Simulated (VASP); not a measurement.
# SiC (Moissanite 3C) (F-43m) in VASP: settings compared

Aim: see how the results for SiC (Moissanite 3C) move with the level of theory and the settings. Levels: HF, PBE. Tasks: relaxation of cell and atoms.

All numbers are computed with VASP 6.6.1; they aren't measurements. Logs are shortened: lines on timing, memory, paths and dates and some standing lists are left out, and cuts for length are marked.

### Step 1. The structure

It takes space group F-43m (No. 216, cubic). Conventional cell: a = 4.358 Å, b = 4.358 Å, c = 4.358 Å, α = 90.00°, β = 90.00°, γ = 90.00°. Around Si (site symmetry -43m) lie 4 C at 1.89 Å. C (site symmetry -43m) has 4 Si at 1.89 Å as nearest neighbours.

### Step 2. Relaxation of cell and atoms, HF

Input file POSCAR:

```
SiC
1.0
    0.0000000000      2.1790000000      2.1790000000
    2.1790000000      0.0000000000      2.1790000000
    2.1790000000      2.1790000000      0.0000000000
Si C
1 1
Direct
    0.0000000000      0.0000000000      0.0000000000
    0.7500000000      0.7500000000      0.7500000000
```

Input file INCAR.step1:

```
SYSTEM = SiC
PREC = Accurate
ENCUT = 600
EDIFF = 1E-5
ISMEAR = -1
SIGMA = 0.05
LREAL = .FALSE.
LASPH = .TRUE.
NELM = 100
ALGO = Normal
LWAVE = .TRUE.
LCHARG = .FALSE.
GGA = PE
```

Input file INCAR.step2:

```
SYSTEM = SiC
PREC = Accurate
ENCUT = 600
EDIFF = 1E-6
ISMEAR = -1
SIGMA = 0.05
LREAL = .FALSE.
LASPH = .TRUE.
NELM = 100
ALGO = Normal
ISIF = 3
LWAVE = .FALSE.
LCHARG = .FALSE.
GGA = PE
LHFCALC = .TRUE.
AEXX = 1.0
ALDAC = 0.0
AGGAC = 0.0
PRECFOCK = Normal
IBRION = 2
NSW = 60
EDIFFG = -0.02
ISTART = 1
```

Input file KPOINTS:

```
regular mesh
0
G
  5 5 5
  0 0 0
```

Potentials or basis: VASP PAW PBE potentials, release 64 (Si, C).

Run with:

```bash
cat potpaw_PBE.64/Si/POTCAR potpaw_PBE.64/C/POTCAR > POTCAR
cp INCAR.step1 INCAR
mpirun -np 1 vasp_std > vasp.out
cp INCAR.step2 INCAR
mpirun -np 1 vasp_std > vasp.out
```

OUTCAR:

```text
SYSTEM = SiC
   PREC = Accurate
   ENCUT = 600
   EDIFF = 1E-6
   ISMEAR = -1
   LREAL = .FALSE.
   LASPH = .TRUE.
   NELM = 100
   ISIF = 3
   GGA = PE
   LHFCALC = .TRUE.
   AEXX = 1.0
   PRECFOCK = Normal
   IBRION = 2
   NSW = 60
   EDIFFG = -0.02
   ISTART = 1

 ion  position               nearest neighbor table
   1  0.000  0.000  0.000-   2 1.89   2 1.89   2 1.89   2 1.89
   2  0.750  0.750  0.750-   1 1.89   1 1.89   1 1.89   1 1.89

  LATTYP: Found a face centered cubic cell.
 ALAT       =     4.3580000000

  Lattice vectors:

 A1 = (   0.0000000000,   2.1790000000,   2.1790000000)
 A2 = (   2.1790000000,   0.0000000000,   2.1790000000)
 A3 = (   2.1790000000,   2.1790000000,   0.0000000000)

Analysis of symmetry for initial positions (statically):
=====================================================================
 Subroutine PRICEL returns:
 Original cell was already a primitive cell.

 Routine SETGRP: Setting up the symmetry group for a
 face centered cubic supercell.

 Subroutine GETGRP returns: Found 24 space group operations
 (whereof 24 operations were pure point group operations)
 out of a pool of 48 trial point group operations.

The static configuration has the point symmetry T_d .

Analysis of symmetry for dynamics (positions and initial velocities):
=====================================================================
 Subroutine PRICEL returns:
 Original cell was already a primitive cell.

 Routine SETGRP: Setting up the symmetry group for a
 face centered cubic supercell.

 Subroutine GETGRP returns: Found 24 space group operations
 (whereof 24 operations were pure point group operations)
 out of a pool of 48 trial point group operations.

The dynamic configuration has the point symmetry T_d .

 Subroutine INISYM returns: Found 24 space group operations
 (whereof 24 operations are pure point group operations),
 and found     1 'primitive' translations

----------------------------------------------------------------------------------------

                                     Primitive cell

  volume of cell :      20.6920

  direct lattice vectors                    reciprocal lattice vectors
     0.000000000  2.179000000  2.179000000    -0.229463056  0.229463056  0.229463056
     2.179000000  0.000000000  2.179000000     0.229463056 -0.229463056  0.229463056
     2.179000000  2.179000000  0.000000000     0.229463056  0.229463056 -0.229463056

  length of vectors
     3.081571352  3.081571352  3.081571352     0.397441672  0.397441672  0.397441672

  position of ions in fractional coordinates (direct lattice)
     0.000000000  0.000000000  0.000000000
     0.750000000  0.750000000  0.750000000

  ion indices of the primitive-cell ions
   primitive index   ion index
                 1           1
                 2           2

----------------------------------------------------------------------------------------

 KPOINTS: regular mesh

Automatic generation of k-mesh.
 Grid dimensions read from file:
 generate k-points for:    5    5    5

 Generating k-lattice:

  Cartesian coordinates                     Fractional coordinates (reciprocal lattice)
    -0.045892611  0.045892611  0.045892611     0.200000000  0.000000000  0.000000000
     0.045892611 -0.045892611  0.045892611     0.000000000  0.200000000  0.000000000
     0.045892611  0.045892611 -0.045892611     0.000000000  0.000000000  0.200000000

  Length of vectors
     0.079488334  0.079488334  0.079488334

  Shift w.r.t. Gamma in fractional coordinates (k-lattice)
     0.000000000  0.000000000  0.000000000

 Subroutine IBZKPT returns following result:
 ===========================================

 Found     10 irreducible k-points:

 Following reciprocal coordinates:
            Coordinates               Weight
  0.000000  0.000000  0.000000      1.000000
  0.200000  0.000000  0.000000      8.000000
  0.400000  0.000000  0.000000      8.000000
  0.200000  0.200000  0.000000      6.000000
  0.400000  0.200000  0.000000     24.000000
 -0.400000  0.200000  0.000000     24.000000
 -0.200000  0.200000  0.000000     12.000000
  0.400000  0.400000  0.000000      6.000000
 -0.400000  0.400000  0.000000     12.000000
 -0.400000  0.400000  0.200000     24.000000
   k-points           NKPTS =     10   k-points in BZ     NKDIM =    125   number of bands    NBANDS=      8
   number of dos      NEDOS =    301   number of ions     NIONS =      2
   total plane-waves  NPLWV =  21952
   dimension x,y,z NGX =    28 NGY =   28 NGZ =   28
   dimension x,y,z NGXF=    56 NGYF=   56 NGZF=   56
   ions per type =               1   1
   NGX,Y,Z   is equivalent  to a cutoff of  15.11, 15.11, 15.11 a.u.
   NGXF,Y,Z  is equivalent  to a cutoff of  30.21, 30.21, 30.21 a.u.
 SYSTEM =  SiC
   PREC   = accura    normal or accurate (medium, high low for compatibility)
   ISTART =      1    job   : 0-new  1-cont  2-samecut
   ICHARG =      0    charge: 1-file 2-atom 10-const
   ISPIN  =      1    spin polarized calculation?
   LNONCOLLINEAR =      F non collinear calculations
   LSORBIT =      F    spin-orbit coupling
   LASPH  =      T    aspherical Exc in radial PAW
   ENCUT  =  600.0 eV  44.10 Ry    6.64 a.u.   6.15  6.15  6.15*2*pi/ulx,y,z
   NELM   =    100;   NELMIN=  2; NELMDL=  0     # of ELM steps
   EDIFF  = 0.1E-05   stopping-criterion for ELM
   LREAL  =      F    real-space projection
   EDIFFG = -.2E-01   stopping-criterion for IOM
   NSW    =     60    number of steps for IOM
   IBRION =      2    ionic relax: 0-MD 1-quasi-New 2-CG
   NFREE  =      1    steps in history (QN), initial steepest desc. (CG)
   ISIF   =      3    stress and relaxation
   ISYM   =      3    0-nonsym 1-usesym 2-fastsym
   POTIM  = 0.5000    time-step for ionic-motion
   TEBEG  =    0.0;   TEEND  =   0.0 temperature during run
   PSTRESS=    0.0 pullay stress
   NELECT =       8.0000    total number of electrons
   NUPDOWN=      -1.0000    fix difference up-down
   EMIN   =  10.00;   EMAX   =-10.00  energy-range for DOS
   EFERMI =   0.00;   METHOD = LEGACY
   ISMEAR =    -1;   SIGMA  =   0.05  broadening in eV -4-tet -1-fermi 0-gaus
   EFERMI_NEDOS =   21; number of points for ismear=-14 and -15
   IALGO  =     38    algorithm
   IMIX   =      1    mixing-type and parameters
     AMIX     =   0.40;   BMIX     =  1.00
     AMIX_MAG =   1.60;   BMIX_MAG =  1.00
  volume/ion in A,a.u.               =      10.35        69.82
  Fermi-wavevector in a.u.,A,eV,Ry     =   1.192626  2.253736 19.352338  1.422357
  Thomas-Fermi vector in A             =   2.328660
   LORBIT       =      0    0 simple, 1 ext, 2 COOP (PROOUT), +10 PAW based schemes
   GGA     = PE    functional components
   LHFCALC =     T    Hartree Fock is set to
   PRECFOCK=normal    Normal, Fast or Accurate (Low or Medium for compatibility)
   ENCUT4O =  -1.0   cutoff for four orbital integrals eV
   NKREDX  =     1    reduce k-point grid by
   NKREDY  =     1    reduce k-point grid by
   NKREDZ  =     1    reduce k-point grid by
   AEXX    =    1.0000 exact exchange contribution
   HFSCREEN=    0.0000 screening length (either q_TF or 0.3 A-1)
   HFSCREENC=   0.0000 screening length for correlation (either q_TF or 0.3 A-1)
   ENCUTFOCK=  -1.0 apply spherical cutoff to Coloumb kernel
   IVDW    =     0    specifies the selected vdW correction
   LEPSILON=     F    determine dielectric tensor
   LRPA    =     F    only Hartree local field effects (RPA)
 conjugate gradient relaxation of ions
 non-spin polarized calculation
  energy-cutoff  :      600.00
  volume of cell :       20.69
 maximum number of plane-waves:       701
 NGX is ok and might be reduce to    28
  NGX = 20; NGY = 20; NGZ = 20

 number of electron       8.0000000 magnetization

 Free energy of the ion-electron system (eV)
  ---------------------------------------------------
  ext. energy  EPLUGINS =         0.00000000
  ---------------------------------------------------
  free energy    TOTEN  =       -25.74869212 eV

  energy without entropy =      -25.74869212  energy(sigma->0) =      -25.74869212

 E-fermi :   6.3871     XC(G=0):   0.0000

 val. band max:        5.2374908822   @ k =   0.0000   0.0000   0.0000
 cond. band min:      14.6682605422   @ k =   0.4000   0.4000   0.0000
 fundamental gap:      9.4307696600
 Fermi energy:         6.3871170597

 k-point     1 :       0.0000    0.0000    0.0000
  band No.  band energies     occupation
      1     -16.2018      2.00000
      2       5.2375      2.00000
      3       5.2375      2.00000
      4       5.2375      2.00000
      5      20.5290      0.00000
      6      21.2897      0.00000
      7      21.2897      0.00000
      8      21.2897      0.00000

 k-point     2 :       0.2000    0.0000    0.0000
  band No.  band energies     occupation
      1     -15.1771      2.00000
      2       1.1216      2.00000
      3       4.6542      2.00000
      4       4.6542      2.00000
      5      20.1360      0.00000
      6      22.1143      0.00000
      7      22.1143      0.00000
      8      23.5744      0.00000

 k-point     3 :       0.4000    0.0000    0.0000
  band No.  band energies     occupation
      1     -12.4963      2.00000
      2      -4.8670      2.00000
      3       3.8943      2.00000
      4       3.8943      2.00000
      5      19.3209      0.00000
      6      21.3939      0.00000
      7      21.3939      0.00000
      8      25.0598      0.00000
[... 56 lines left out ...]
 k-point     9 :      -0.4000    0.4000    0.0000
  band No.  band energies     occupation
      1      -9.6932      2.00000
      2      -4.7870      2.00000
      3      -1.3730      2.00000
      4       1.4503      2.00000
      5      15.6789      0.00000
      6      20.4810      0.00000
      7      28.2334      0.00000
      8      28.9026      0.00000

 k-point    10 :      -0.4000    0.4000    0.2000
  band No.  band energies     occupation
      1     -10.4125      2.00000
      2      -3.9271      2.00000
      3      -1.0758      2.00000
      4       0.8534      2.00000
      5      18.3393      0.00000
      6      22.3466      0.00000
      7      23.4385      0.00000
      8      27.8219      0.00000

------------------------ aborting loop because EDIFF is reached ----------------------------------------

  FORCE on cell =-STRESS in cart. coord.  units (eV):
  Direction    XX          YY          ZZ          XY          YZ          ZX
  --------------------------------------------------------------------------------------
  -------------------------------------------------------------------------------------
  Total       -0.0144241     -0.0144241     -0.0144241     -0.0000000      0.0000000      0.0000000
  in kB       -1.1168563     -1.1168563     -1.1168563     -0.0000000      0.0000000      0.0000000
  external PRESSURE =      -1.1168563 kB  Pullay stress =       0.0000000 kB

 VOLUME and BASIS-vectors are now :
 -----------------------------------------------------------------------------
  energy-cutoff  :      600.00
  volume of cell :       20.69
      direct lattice vectors                 reciprocal lattice vectors
     0.000000000  2.179000000  2.179000000    -0.229463056  0.229463056  0.229463056
     2.179000000  0.000000000  2.179000000     0.229463056 -0.229463056  0.229463056
     2.179000000  2.179000000  0.000000000     0.229463056  0.229463056 -0.229463056

 POSITION                                       TOTAL-FORCE (eV/Angst)
 -----------------------------------------------------------------------------------
      0.00000      0.00000      0.00000         0.000000      0.000000      0.000000
      3.26850      3.26850      3.26850        -0.000000     -0.000000     -0.000000
 -----------------------------------------------------------------------------------
    total drift:                                0.000000      0.000000      0.000000

  FREE ENERGIE OF THE ION-ELECTRON SYSTEM (eV)
  ---------------------------------------------------
  free  energy   TOTEN  =       -25.7486921173 eV

  energy  without entropy=      -25.7486921173  energy(sigma->0) =      -25.74869212

 reached required accuracy - stopping structural energy minimisation
```

Wall time 3.1 min (1 thread of Intel Xeon Platinum 8488C (Sapphire Rapids), shared host); peak memory 0.14 GiB.

What came out:

* Free energy: -25.7487 eV
* Pressure after relaxing: -0.1 GPa
* Band gap on the k mesh: 9.43 eV, indirect (least direct gap 13.46 eV)

Final structure:
```xyz
2
Lattice="0.0000 2.1790 2.1790 2.1790 0.0000 2.1790 2.1790 2.1790 0.0000" Properties=species:S:1:pos:R:3 pbc="T T T"
Si    0.0000    0.0000    0.0000
C     3.2685    3.2685    3.2685
```

Levels at points of the mesh, in eV from the valence-band top:
```
           k point  band 1  band 2  band 3  band 4  band 5  band 6  band 7  band 8
(0.00, 0.00, 0.00)  -21.44    0.00    0.00    0.00   15.29   16.05   16.05   16.05
```

Caveat: the k mesh is coarse (spacing up to 0.50 Å⁻¹), so the values aren't converged, least of all with exact exchange; the relaxation stopped at its first step, so nothing moved; the PAW data sets were made with another functional, which shifts forces and pressure a little; an odd mesh through Γ misses points on the zone boundary, where band edges often lie.

(Part 1 of 2 ends here.)
